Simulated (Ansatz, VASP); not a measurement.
# InAs: VASP beside Ansatz, part 2 of 2

Aim: how closely do two programs agree when they are given the same cell, functional and k mesh? The cell is taken from a series of runs on this material, whose earlier steps may have relaxed, scaled, displaced or heated it; both programs get it as it stands.

VASP 6.6.1 and Ansatz 0.2.0.

So far: Starting point; Ansatz: zone-centre phonons, PBEsol; VASP: zone-centre phonons, PBEsol.

## 3. VASP: zone-centre phonons, PBEsol (continued)

Level of this step: PBEsol; plane waves and PAW (As, In_d) (VASP).

Numbers of over 12 decimals in the logs are rounded to 6 here.

From OUTCAR (step 3):

```text
ion  position               nearest neighbor table
   1  0.747  0.747  0.747-   2 2.64   2 2.70   2 2.70   2 2.70
   2  0.003  0.003  0.003-   1 2.64   1 2.70   1 2.70   1 2.70

  LATTYP: Found a trigonal (rhomboedric) cell.
 ALAT       =     4.2969144339
 COS(alpha) =     0.4573607364

 Subroutine GETGRP returns: Found  6 space group operations
 (whereof  6 operations were pure point group operations)

The static configuration has the point symmetry C_3v.

 Found    189 irreducible k-points:

   k-points           NKPTS =    189   k-points in BZ     NKDIM =    189   number of bands    NBANDS=     15

   dimension x,y,z NGX =    32 NGY =   32 NGZ =   32
   dimension x,y,z NGXF=    64 NGYF=   64 NGZF=   64

   ENCUT  =  500.0 eV  36.75 Ry    6.06 a.u.   7.83  7.83  7.83*2*pi/ulx,y,z

   NELECT =      18.0000    total number of electrons

 k-points in reciprocal lattice and weights: Automatic mesh
   0.00000000  0.00000000  0.00000000       0.001
   0.08333333 -0.00000000 -0.00000000       0.003
   0.16666667  0.00000000  0.00000000       0.003
   0.25000000  0.00000000 -0.00000000       0.003
   0.33333333 -0.00000000 -0.00000000       0.003
   0.41666667 -0.00000000 -0.00000000       0.003
   0.50000000  0.00000000 -0.00000000       0.002
   0.08333333  0.08333333 -0.00000000       0.003
   0.16666667  0.08333333  0.00000000       0.007
[...]
-0.41666667  0.50000000  0.41666667       0.003
   0.50000000  0.50000000  0.50000000       0.001

 average (electrostatic) potential at core
       1 -50.1688       2 -97.0678

  Total       -0.9699748     -0.9699748     -0.9699748      0.4978462      0.4978462      0.4978462
  in kB      -26.0877655    -26.0877655    -26.0877655     13.3897243     13.3897243     13.3897243
  external PRESSURE =     -26.0877655 kB  Pullay stress =       0.0000000 kB

  energy-cutoff  :      500.00
  volume of cell :       59.57
      direct lattice vectors                 reciprocal lattice vectors
    -0.128257797  3.037023509  3.037023509    -0.154556374  0.161371313  0.161371313
     3.037023509 -0.128257797  3.037023509     0.161371313 -0.154556374  0.161371313
     3.037023509  3.037023509 -0.128257797     0.161371313  0.161371313 -0.154556374

 POSITION                                       TOTAL-FORCE (eV/Angst)
 -----------------------------------------------------------------------------------
      4.43952      4.43952      4.43952        -0.000827     -0.000827     -0.000827
      0.01982      0.01982      0.01982         0.000827      0.000827      0.000827
 -----------------------------------------------------------------------------------
    total drift:                               -0.000034     -0.000034     -0.000034

 Eigenvectors and eigenvalues of the dynamical matrix
 ----------------------------------------------------

   1 f  =    6.067710 THz    38.124548 2PiTHz  202.397028 cm-1    25.094022 meV
             X         Y         Z           dx          dy          dz
      4.439520  4.439520  4.439520    -0.449367   -0.449367   -0.449367
      0.019822  0.019822  0.019822     0.362496    0.362496    0.362496

   2 f  =    5.664147 THz    35.588886 2PiTHz  188.935609 cm-1    23.425020 meV
             X         Y         Z           dx          dy          dz
      4.439520  4.439520  4.439520    -0.576077    0.520422    0.055655
      0.019822  0.019822  0.019822     0.464700   -0.419806   -0.044894

   3 f  =    5.664147 THz    35.588886 2PiTHz  188.935609 cm-1    23.425020 meV
             X         Y         Z           dx          dy          dz
      4.439520  4.439520  4.439520     0.268334    0.364730   -0.633064
      0.019822  0.019822  0.019822    -0.216455   -0.294214    0.510670

   4 f/i=    0.003848 THz     0.024181 2PiTHz    0.128372 cm-1     0.015916 meV
             X         Y         Z           dx          dy          dz
      4.439520  4.439520  4.439520     0.164021   -0.502631    0.338611
      0.019822  0.019822  0.019822     0.203332   -0.623100    0.419767

   5 f/i=    0.003848 THz     0.024181 2PiTHz    0.128372 cm-1     0.015916 meV
             X         Y         Z           dx          dy          dz
      4.439520  4.439520  4.439520    -0.485691    0.100800    0.384892
      0.019822  0.019822  0.019822    -0.602099    0.124959    0.477141

   6 f/i=    0.004056 THz     0.025486 2PiTHz    0.135304 cm-1     0.016776 meV
             X         Y         Z           dx          dy          dz
      4.439520  4.439520  4.439520     0.362496    0.362496    0.362496
      0.019822  0.019822  0.019822     0.449367    0.449367    0.449367

 ELASTIC MODULI CONTR FROM IONIC RELAXATION (kBar)
 Direction    XX          YY          ZZ          XY          YZ          ZX
 --------------------------------------------------------------------------------
 XX          -6.7236     -6.4597     -6.4597    -18.4667    -23.7202    -19.0296
 YY          -6.4597     -6.7236     -6.4597    -19.0296    -18.4667    -23.7202
 ZZ          -6.4597     -6.4597     -6.7236    -23.7202    -19.0296    -18.4667
 XY         -18.4667    -19.0296    -23.7202   -126.6292    -32.0748    -32.0748
 YZ         -23.7202    -18.4667    -19.0296    -32.0748   -126.6292    -32.0748
 ZX         -19.0296    -23.7202    -18.4667    -32.0748    -32.0748   -126.6292
 --------------------------------------------------------------------------------
```

## 4. Side by side

Known differences besides the potentials themselves: the data sets hold 28 valence electrons in Ansatz (on its PAW soft_1 files) and 18 in VASP; the cutoff is 420 eV in Ansatz and 500 eV in VASP; Ansatz makes its cores anew for this functional, VASP keeps those of its PBE data sets. Total energies have different zeros and are not compared.

The two programs side by side:

```csv
quantity,Ansatz,VASP,difference
optical mode 1 to 2 (cm⁻¹),188.5,188.9,-0.22 %
optical mode 3 (cm⁻¹),202.2,202.4,-0.11 %
```

Modes are paired by rising frequency, not by their patterns, so a pair may set unlike modes beside each other; they are those without the splitting of longitudinal modes.

## 5. Summary of results

| Property | Result |
| --- | --- |
| r.m.s. difference of the optical zone-centre modes, each program's sorted by frequency (zone-centre phonons, PBEsol) | 0.36 cm⁻¹ |

**Reading.** The r.m.s. difference of the optical zone-centre modes, each program's sorted by frequency is 0.36 cm⁻¹ (zone-centre phonons, PBEsol). The data sets hold unlike numbers of valence electrons (28 in Ansatz and 18 in VASP), so part of the differences comes from the potentials. Such differences can come from data sets, numerical settings and the points named under the comparisons, not from the functional's error against experiment.

[Lines on the potential files, build, host, timing and source positions are cut from VASP's logs without a mark.]

[Logs are printed without paths, hosts, clocks, repeated set-up lines and the standing remarks that a program may print on its own settings, such as how far it seeks lower states.]

[Hosts, paths, dates, database ids (printed as entryN), source tags and the programs' standing remarks are cut or masked in the printed files.]
